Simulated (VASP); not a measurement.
**How smearing change a VASP run on CdSe**

A convergence test on CdSe: the smearing. The atoms are off their equilibrium sites, so that forces can be compared too. The series runs use r2SCAN. The smearing tried: ISMEAR = -1, SIGMA = 0.01; ISMEAR = -1, SIGMA = 0.05; ISMEAR = -1, SIGMA = 0.1; ISMEAR = -1, SIGMA = 0.2; ISMEAR = -1, SIGMA = 0.5; ISMEAR = 2, SIGMA = 0.01; ISMEAR = 2, SIGMA = 0.05; ISMEAR = 2, SIGMA = 0.1; ISMEAR = 2, SIGMA = 0.2; ISMEAR = 2, SIGMA = 0.5; ISMEAR = -5. Left out of this account: 6 further runs (self-consistent run: it shows nothing beyond the runs told). The atoms of the start are displaced at random from the sites of a F-43m cell.

Program: VASP 6.6.1. Level of theory: r2SCAN; plane waves and PAW (Cd, Se). Results are calculated unless marked as measured.

## Step 1: The structure

Symmetry: P1, No. 1, triclinic system. The conventional cell has a = 4.342 Å, b = 4.342 Å, c = 4.342 Å, α = 60.00°, β = 60.00°, γ = 60.00°. Nearest to Cd lie 4 Se at 2.60 to 2.75 Å. Se has 4 Cd at 2.60 to 2.75 Å nearest. Farther neighbours and most contacts between anions are not listed.

## Step 2: Smearing: ISMEAR = -1, SIGMA = 0.01

With a gap, smearing should do nothing until its tail reaches across the gap. r2SCAN adds the kinetic-energy density, costs more than a GGA and is run with LASPH.

The input, INCAR:

```
SYSTEM = CdSe
PREC = Accurate
ENCUT = 400
EDIFF = 1E-06
NELM = 100
ISMEAR = -1
SIGMA = 0.01
LREAL = .FALSE.
ALGO = Normal
METAGGA = R2SCAN
LASPH = .TRUE.
NBANDS = 15
LORBIT = 11
LWAVE = .FALSE.
LCHARG = .FALSE.
KPAR = 2
ISIF = 2
```

The input, POSCAR:

```
CdSe
1.0
    0.0000000000      3.0702711986      3.0702711986
    3.0702711986      0.0000000000      3.0702711986
    3.0702711986      3.0702711986      0.0000000000
Cd Se
1 1
Direct
   -0.0077400000      0.0104390000      0.0035350000
    0.7666130000      0.7505300000      0.7362150000
```

The input, KPOINTS:

```
Automatic mesh
0
Gamma
8 8 8
0 0 0
```

PAW data sets: Cd and Se (PBE family, release 64).

Command:

```sh
> mpirun -np 2 vasp_std
```

The log of the run:

```text
[banner, memory and clock lines left out]
running    2 mpi-ranks, on    1 nodes
 distrk:  each k-point on    1 cores,    2 groups
 distr:  one band on    1 cores,    1 groups

 POSCAR found type information on POSCAR CdSe
 POSCAR found :  2 types and       2 ions
|                                                                             |
|               ----> ADVICE to this user running VASP <----                  |
|                                                                             |
|     You enforced a specific xc type in the INCAR file but a different       |
|     [... a line on the potential file left out ...]
|     I HOPE YOU KNOW WHAT YOU ARE DOING!                                     |
|                                                                             |

 LDA part: xc-table for (None), standard interpolation
 POSCAR, INCAR and KPOINTS ok, starting setup
 FFT: planning ... GRIDC
 FFT: planning ... GRID_SOFT
 FFT: planning ... GRID
 WAVECAR not read
 entering main loop
       N       E                     dE             d eps       ncg     rms          rms(c)
DAV:   1     0.588302440770E+02    0.58830E+02   -0.77843E+03  8056   0.883E+02
DAV:   2    -0.373141912885E+02   -0.96144E+02   -0.91910E+02  9319   0.242E+02
DAV:   3    -0.407724857644E+02   -0.34583E+01   -0.34525E+01  9095   0.487E+01
DAV:   4    -0.407855755532E+02   -0.13090E-01   -0.13089E-01 10075   0.297E+00
DAV:   5    -0.407856612823E+02   -0.85729E-04   -0.85728E-04  9417   0.212E-01    0.564E+00
DAV:   6    -0.359127169999E+02    0.48729E+01   -0.31531E+00  7905   0.250E+01    0.738E+00
DAV:   7    -0.358778753808E+02    0.34842E-01   -0.22080E-01  9137   0.496E+00    0.433E+00
DAV:   8    -0.358884479205E+02   -0.10573E-01   -0.76245E-02  8941   0.298E+00    0.818E-01
DAV:   9    -0.358927323390E+02   -0.42844E-02   -0.72235E-03 10201   0.692E-01    0.226E-01
DAV:  10    -0.358927505095E+02   -0.18170E-04   -0.23851E-03  9151   0.496E-01    0.125E-01
DAV:  11    -0.358926976284E+02    0.52881E-04   -0.12888E-04  9536   0.165E-01    0.615E-02
DAV:  12    -0.358926889285E+02    0.86999E-05   -0.14896E-04  8689   0.149E-01    0.176E-02
DAV:  13    -0.358926870533E+02    0.18753E-05   -0.49722E-06  9347   0.333E-02    0.414E-03
DAV:  14    -0.358926865609E+02    0.49235E-06   -0.75723E-07  4740   0.105E-02
   1 F= -.35892687E+02 E0= -.35892687E+02  d E =-.912470E-13
```

The job ended after 5.1 min (2 MPI ranks of AMD EPYC 7R43, shared host; peak memory 0.51 GiB; 10 min of CPU time).

The logs omit lines about the potential files and the build; timing stands in the text.

OUTCAR, selected parts (step 2):

```text
ion  position               nearest neighbor table
   1  0.992  0.010  0.004-   2 2.60   2 2.63   2 2.67   2 2.75
   2  0.767  0.751  0.736-   1 2.60   1 2.63   1 2.67   1 2.75

  LATTYP: Found a face centered cubic cell.
 ALAT       =     6.1405423972

 Subroutine GETGRP returns: Found  1 space group operations
 (whereof  1 operations were pure point group operations)

The static configuration has the point symmetry C_1 .

 Found    260 irreducible k-points:

   k-points           NKPTS =    260   k-points in BZ     NKDIM =    260   number of bands    NBANDS=     15

   dimension x,y,z NGX =    28 NGY =   28 NGZ =   28
   dimension x,y,z NGXF=    56 NGYF=   56 NGZF=   56

   ENCUT  =  400.0 eV  29.40 Ry    5.42 a.u.   7.08  7.08  7.08*2*pi/ulx,y,z

   NELECT =      18.0000    total number of electrons

 k-points in reciprocal lattice and weights: Automatic mesh
   0.00000000  0.00000000  0.00000000       0.002
   0.12500000  0.00000000  0.00000000       0.004
   0.00000000  0.12500000  0.00000000       0.004
   0.00000000  0.00000000  0.12500000       0.004
   0.12500000  0.12500000  0.12500000       0.004
   0.25000000  0.00000000  0.00000000       0.004
   0.00000000  0.25000000  0.00000000       0.004
   0.00000000  0.00000000  0.25000000       0.004
   0.25000000  0.25000000  0.25000000       0.004
[...]
0.25000000 -0.25000000  0.50000000       0.004
   0.50000000  0.25000000 -0.25000000       0.004

 average (electrostatic) potential at core
       1 -45.7199       2 -61.0328

 E-fermi :   0.6931

 k-point     1 :       0.0000    0.0000    0.0000
  band No.  band energies     occupation
    ...
      5      -7.2926      2.00000
      6      -7.2914      2.00000
      7       0.3638      2.00000
      8       0.4168      2.00000
      9       0.4624      2.00000
     10       1.4479      0.00000
     11       6.8650      0.00000
     12       6.8941      0.00000
     13       6.9487      0.00000
     14      10.6008      0.00000
    ...

 k-point     2 :       0.1250    0.0000    0.0000
  band No.  band energies     occupation
    ...
      5      -7.2921      2.00000
      6      -7.2902      2.00000
      7      -0.6165      2.00000
      8       0.2522      2.00000
      9       0.3164      2.00000
     10       2.3353      0.00000
     11       6.5956      0.00000
     12       7.0569      0.00000
     13       7.1405      0.00000
     14      11.2333      0.00000
    ...

 k-point     3 :       0.0000    0.1250    0.0000
  band No.  band energies     occupation
    ...
      5      -7.2931      2.00000
      6      -7.2923      2.00000
      7      -0.7191      2.00000
      8       0.2552      2.00000
      9       0.3502      2.00000
     10       2.3764      0.00000
     11       6.6447      0.00000
     12       7.0468      0.00000
     13       7.1717      0.00000
     14      11.1633      0.00000
    ...

  Total       -0.0860441     -0.0327790     -0.0451625      0.2374972     -0.4861532      0.0669207
  in kB       -2.3816140     -0.9072902     -1.2500521      6.5736854    -13.4562335      1.8522973
  external PRESSURE =      -1.5129855 kB  Pullay stress =       0.0000000 kB

  energy-cutoff  :      400.00
  volume of cell :       57.88
      direct lattice vectors                 reciprocal lattice vectors
     0.000000000  3.070271199  3.070271199    -0.162852063  0.162852063  0.162852063
     3.070271199  0.000000000  3.070271199     0.162852063 -0.162852063  0.162852063
     3.070271199  3.070271199  0.000000000     0.162852063  0.162852063 -0.162852063

 POSITION                                       TOTAL-FORCE (eV/Angst)
 -----------------------------------------------------------------------------------
      0.04290      3.05736      3.07856        -0.368711      0.039846      0.177515
      4.56471      4.61409      4.65804         0.368711     -0.039846     -0.177515
 -----------------------------------------------------------------------------------
    total drift:                               -0.000304      0.000865     -0.002426

  FREE ENERGIE OF THE ION-ELECTRON SYSTEM (eV)
  ---------------------------------------------------
  free  energy   TOTEN  =       -35.8926865609 eV

  energy  without entropy=      -35.8926865609  energy(sigma->0) =      -35.89268656

 total charge
# of ion       s       p       d       tot
------------------------------------------
    1        0.419   0.293   9.568  10.281
    2        1.439   2.440   0.020   3.899
--------------------------------------------------
tot          1.858   2.733   9.589  14.180

[... 3 further parts left out ...]
```

The gap is read on the k-mesh alone, so it is an upper bound where the band edges lie off the mesh. Spin-orbit coupling is off here; it would split degenerate levels, and it lifts a valence top of Se p states by about 0.1 eV. The PAW data sets were made with PBE, which is usual practice but a small mismatch for other functionals.

Numbers from this step:

- SCF cycles: 14
- electrons: 18
- bands: 15
- irreducible k-points: 260
- symmetry operations: 1
- free energy (TOTEN): -35.89 eV
- Fermi energy: 0.6931 eV
- pressure: -0.1513 GPa
- metallic: no
- valence top at k: 0, 0, 0
- conduction bottom at k: 0, 0, 0
- least direct gap at k: 0, 0, 0
- gap on the k-mesh: 0.9855 eV
- least direct gap on the k-mesh: 0.9855 eV

The series starts at -17.9463 eV an atom and -0.15 GPa, after 14 cycles in 5.1 min. The entropy term T·S comes to 0.00 meV an atom in size.

## Step 3: Smearing: ISMEAR = -1, SIGMA = 0.05

INCAR, as its differences from that of step 2:

```diff
@@ -6,3 +6,3 @@
 ISMEAR = -1
-SIGMA = 0.01
+SIGMA = 0.05
 LREAL = .FALSE.
```

POSCAR is that of step 2.

KPOINTS is that of step 2.

Command:

```sh
> mpirun -np 2 vasp_std
```

The log of the run:

```text
[banner, memory and clock lines left out]
running    2 mpi-ranks, on    1 nodes
[...]
[... a notice as in an earlier step ...]

 LDA part: xc-table for (None), standard interpolation
 POSCAR, INCAR and KPOINTS ok, starting setup
[...]
entering main loop
       N       E                     dE             d eps       ncg     rms          rms(c)
DAV:   1     0.588279994832E+02    0.58828E+02   -0.77843E+03  8056   0.883E+02
DAV:   2    -0.373141987177E+02   -0.96142E+02   -0.91904E+02  9319   0.242E+02
DAV:   3    -0.407724858329E+02   -0.34583E+01   -0.34525E+01  9095   0.487E+01
DAV:   4    -0.407855756212E+02   -0.13090E-01   -0.13089E-01 10075   0.297E+00
[...]
DAV:  12    -0.358926889620E+02    0.87002E-05   -0.14896E-04  8689   0.149E-01    0.176E-02
DAV:  13    -0.358926870867E+02    0.18753E-05   -0.49721E-06  9347   0.333E-02    0.414E-03
DAV:  14    -0.358926865943E+02    0.49239E-06   -0.75721E-07  4740   0.105E-02
   1 F= -.35892687E+02 E0= -.35892686E+02  d E =-.385757E-06
```

The job ended after 5.5 min (2 MPI ranks; peak memory 0.49 GiB).

From OUTCAR (step 3):

```text
  Total       -0.0860434     -0.0327783     -0.0451618      0.2374975     -0.4861537      0.0669208
  in kB       -2.3815948     -0.9072707     -1.2500325      6.5736930    -13.4562471      1.8523012
  external PRESSURE =      -1.5129660 kB  Pullay stress =       0.0000000 kB

  FREE ENERGIE OF THE ION-ELECTRON SYSTEM (eV)
  ---------------------------------------------------
  free  energy   TOTEN  =       -35.8926865943 eV

  energy  without entropy=      -35.8926862086  energy(sigma->0) =      -35.89268640

[... 3 parts as in an earlier step ...]

[... 1 further part left out ...]
[key lines of the parts left out:]
E-fermi :   0.9793
```

Against the run before the energy at zero width stays within 0.01 meV an atom and the pressure within 0.01 GPa, after 14 cycles in 5.5 min. The entropy term T·S comes to 0.00 meV an atom in size.

## Step 4: Smearing: ISMEAR = -1, SIGMA = 0.1

INCAR, as its differences from that of step 3:

```diff
@@ -6,3 +6,3 @@
 ISMEAR = -1
-SIGMA = 0.05
+SIGMA = 0.1
 LREAL = .FALSE.
```

POSCAR is that of step 3.

KPOINTS is that of step 3.

Command:

```sh
> mpirun -np 2 vasp_std
```

The log of the run:

```text
[... set-up lines as in an earlier step ...]
 entering main loop
       N       E                     dE             d eps       ncg     rms          rms(c)
DAV:   1     0.588205802820E+02    0.58821E+02   -0.77843E+03  8056   0.883E+02
DAV:   2    -0.373143199900E+02   -0.96135E+02   -0.91877E+02  9319   0.242E+02
DAV:   3    -0.407725092956E+02   -0.34582E+01   -0.34522E+01  9095   0.487E+01
DAV:   4    -0.407855990143E+02   -0.13090E-01   -0.13089E-01 10075   0.297E+00
[...]
DAV:  12    -0.358927048299E+02    0.87527E-05   -0.14905E-04  8689   0.149E-01    0.176E-02
DAV:  13    -0.358927029617E+02    0.18683E-05   -0.49643E-06  9347   0.333E-02    0.413E-03
DAV:  14    -0.358927024701E+02    0.49154E-06   -0.75525E-07  4740   0.104E-02
   1 F= -.35892702E+02 E0= -.35892649E+02  d E =-.106816E-03
```

Elapsed: 6.2 min, on 2 MPI ranks; peak memory 0.51 GiB; 12 min of CPU time.

Parts of OUTCAR (step 4):

```text
  Total       -0.0858541     -0.0325856     -0.0449698      0.2375426     -0.4862370      0.0669459
  in kB       -2.3763546     -0.9019367     -1.2447189      6.5749419    -13.4585539      1.8529955
  external PRESSURE =      -1.5076701 kB  Pullay stress =       0.0000000 kB

 POSITION                                       TOTAL-FORCE (eV/Angst)
 -----------------------------------------------------------------------------------
      0.04290      3.05736      3.07856        -0.368713      0.039848      0.177516
      4.56471      4.61409      4.65804         0.368713     -0.039848     -0.177516
 -----------------------------------------------------------------------------------
    total drift:                               -0.000304      0.000865     -0.002426

  FREE ENERGIE OF THE ION-ELECTRON SYSTEM (eV)
  ---------------------------------------------------
  free  energy   TOTEN  =       -35.8927024701 eV

  energy  without entropy=      -35.8925956539  energy(sigma->0) =      -35.89264906

[... 2 parts as in an earlier step ...]

[... 1 further part left out ...]
[key lines of the parts left out:]
E-fermi :   1.0597
```

Against the run before the energy at zero width moves by +0.02 meV an atom while the pressure stays within 0.01 GPa, after 14 cycles in 6.2 min. The entropy term T·S comes to 0.05 meV an atom in size.

## Step 5: Smearing: ISMEAR = -1, SIGMA = 0.2

INCAR, as its differences from that of step 4:

```diff
@@ -6,3 +6,3 @@
 ISMEAR = -1
-SIGMA = 0.1
+SIGMA = 0.2
 LREAL = .FALSE.
```

POSCAR is that of step 4.

KPOINTS is that of step 4.

Command:

```sh
> mpirun -np 2 vasp_std
```

The log of the run:

```text
[... set-up lines as in an earlier step ...]
 entering main loop
       N       E                     dE             d eps       ncg     rms          rms(c)
DAV:   1     0.587907958041E+02    0.58791E+02   -0.77843E+03  8056   0.883E+02
DAV:   2    -0.373155426688E+02   -0.96106E+02   -0.91808E+02  9319   0.242E+02
DAV:   3    -0.407732879909E+02   -0.34577E+01   -0.34517E+01  9095   0.487E+01
DAV:   4    -0.407863769285E+02   -0.13089E-01   -0.13088E-01 10075   0.297E+00
[...]
DAV:  12    -0.358933401657E+02    0.90869E-05   -0.14936E-04  8682   0.149E-01    0.174E-02
DAV:  13    -0.358933383455E+02    0.18202E-05   -0.49185E-06  9340   0.330E-02    0.405E-03
DAV:  14    -0.358933378644E+02    0.48111E-06   -0.73566E-07  4733   0.102E-02
   1 F= -.35893338E+02 E0= -.35891914E+02  d E =-.284684E-02
```

The job ended after 6 min (2 MPI ranks; peak memory 0.51 GiB; 12 min of CPU time).

OUTCAR, selected parts (step 5):

```text
  Total       -0.0817613     -0.0284429     -0.0408372      0.2381494     -0.4873671      0.0672790
  in kB       -2.2630705     -0.7872715     -1.1303332      6.5917367    -13.4898318      1.8622151
  external PRESSURE =      -1.3935584 kB  Pullay stress =       0.0000000 kB

 POSITION                                       TOTAL-FORCE (eV/Angst)
 -----------------------------------------------------------------------------------
      0.04290      3.05736      3.07856        -0.368760      0.039862      0.177537
      4.56471      4.61409      4.65804         0.368760     -0.039862     -0.177537
 -----------------------------------------------------------------------------------
    total drift:                               -0.000302      0.000859     -0.002429

  FREE ENERGIE OF THE ION-ELECTRON SYSTEM (eV)
  ---------------------------------------------------
  free  energy   TOTEN  =       -35.8933378644 eV

  energy  without entropy=      -35.8904910289  energy(sigma->0) =      -35.89191445

[... 2 parts as in an earlier step ...]

[... 1 further part left out ...]
[key lines of the parts left out:]
E-fermi :   1.3062
```

Against the run before the energy at zero width moves by +0.37 meV an atom and the pressure by +0.01 GPa, after 14 cycles in 6 min. The entropy term T·S comes to 1.42 meV an atom in size.

## Step 6: Smearing: ISMEAR = -1, SIGMA = 0.5

INCAR, as its differences from that of step 5:

```diff
@@ -6,3 +6,3 @@
 ISMEAR = -1
-SIGMA = 0.2
+SIGMA = 0.5
 LREAL = .FALSE.
```

POSCAR is that of step 5.

KPOINTS is that of step 5.

Command:

```sh
> mpirun -np 2 vasp_std
```

The log of the run:

```text
[... set-up lines as in an earlier step ...]
 entering main loop
       N       E                     dE             d eps       ncg     rms          rms(c)
DAV:   1     0.585665885382E+02    0.58567E+02   -0.77843E+03  8056   0.883E+02
DAV:   2    -0.373584811535E+02   -0.95925E+02   -0.91540E+02  9319   0.242E+02
DAV:   3    -0.408131866970E+02   -0.34547E+01   -0.34479E+01  9095   0.487E+01
DAV:   4    -0.408262702769E+02   -0.13084E-01   -0.13083E-01 10075   0.297E+00
[...]
DAV:  12    -0.359296796429E+02    0.98355E-05   -0.14144E-04  8752   0.146E-01    0.142E-02
DAV:  13    -0.359296782986E+02    0.13443E-05   -0.44178E-06  9410   0.301E-02    0.275E-03
DAV:  14    -0.359296779592E+02    0.33931E-06   -0.50667E-07  4670   0.786E-03
   1 F= -.35929678E+02 E0= -.35848962E+02  d E =-.161432E+00
```

It took 6.6 min on 2 MPI ranks; peak memory 0.5 GiB; 13 min of CPU time.

From OUTCAR (step 6):

```text
  Total        0.0427186      0.0967595      0.0842262      0.2467751     -0.5033030      0.0720361
  in kB        1.1824078      2.6782070      2.3312968      6.8304877    -13.9309226      1.9938860
  external PRESSURE =       2.0639705 kB  Pullay stress =       0.0000000 kB

 POSITION                                       TOTAL-FORCE (eV/Angst)
 -----------------------------------------------------------------------------------
      0.04290      3.05736      3.07856        -0.366764      0.039297      0.176415
      4.56471      4.61409      4.65804         0.366764     -0.039297     -0.176415
 -----------------------------------------------------------------------------------
    total drift:                               -0.000251      0.000725     -0.002480

  FREE ENERGIE OF THE ION-ELECTRON SYSTEM (eV)
  ---------------------------------------------------
  free  energy   TOTEN  =       -35.9296779592 eV

  energy  without entropy=      -35.7682463018  energy(sigma->0) =      -35.84896213

[... 2 parts as in an earlier step ...]

[... 1 further part left out ...]
[key lines of the parts left out:]
E-fermi :   1.7641
```

Against the run before the energy at zero width moves by +21.48 meV an atom and the pressure by +0.35 GPa, after 14 cycles in 6.6 min. The entropy term T·S comes to 80.72 meV an atom in size.

## Step 7: Smearing: ISMEAR = 2, SIGMA = 0.01

INCAR, as its differences from that of step 6:

```diff
@@ -5,4 +5,4 @@
 NELM = 100
-ISMEAR = -1
-SIGMA = 0.5
+ISMEAR = 2
+SIGMA = 0.01
 LREAL = .FALSE.
```

POSCAR is that of step 6.

KPOINTS is that of step 6.

Command:

```sh
> mpirun -np 2 vasp_std
```

The log of the run:

```text
[... set-up lines as in an earlier step ...]
 entering main loop
       N       E                     dE             d eps       ncg     rms          rms(c)
DAV:   1     0.588303382001E+02    0.58830E+02   -0.77843E+03  8056   0.883E+02
DAV:   2    -0.373141912885E+02   -0.96145E+02   -0.91910E+02  9319   0.242E+02
[... 1 cycle as in an earlier step ...]
DAV:   4    -0.407855755533E+02   -0.13090E-01   -0.13089E-01 10075   0.297E+00
[... 4 cycles as in an earlier step ...]
DAV:   9    -0.358927323391E+02   -0.42844E-02   -0.72235E-03 10201   0.692E-01    0.226E-01
[... 4 cycles as in an earlier step ...]
DAV:  14    -0.358926865609E+02    0.49233E-06   -0.75723E-07  4740   0.105E-02
   1 F= -.35892687E+02 E0= -.35892687E+02  d E =-.589616E-12
```

Elapsed: 6.2 min, on 2 MPI ranks; peak memory 0.5 GiB; 12 min of CPU time.

OUTCAR, selected parts (step 7):

```text
  Total       -0.0860441     -0.0327790     -0.0451625      0.2374972     -0.4861532      0.0669207
  in kB       -2.3816138     -0.9072902     -1.2500517      6.5736851    -13.4562339      1.8522971
  external PRESSURE =      -1.5129852 kB  Pullay stress =       0.0000000 kB

[... 5 parts as in an earlier step ...]

[... 1 further part left out ...]
[key lines of the parts left out:]
E-fermi :   0.5094
```

Methfessel-Paxton smearing is not meant for a cell with a gap.

Against the first of the series the energy at zero width stays within 0.01 meV an atom and the pressure within 0.01 GPa, after 14 cycles in 6.2 min. The entropy term T·S comes to 0.00 meV an atom in size.

[end of part 1 of 2]

[Lines on the potential files, build, host, timing and source positions are cut from VASP's logs without a mark.]

[Logs are printed without paths, hosts, clocks, repeated set-up lines and the standing remarks that a program may print on its own settings, such as how far it seeks lower states.]

[Hosts, paths, dates, database ids (printed as entryN), source tags and the programs' standing remarks are cut or masked in the printed files.]

[A measured line is paired with the nearest computed mode of its activity, which favours agreement.]

[In band tables of VASP the shares of atoms and orbitals are scaled to a sum of 1 inside the atoms' spheres.]
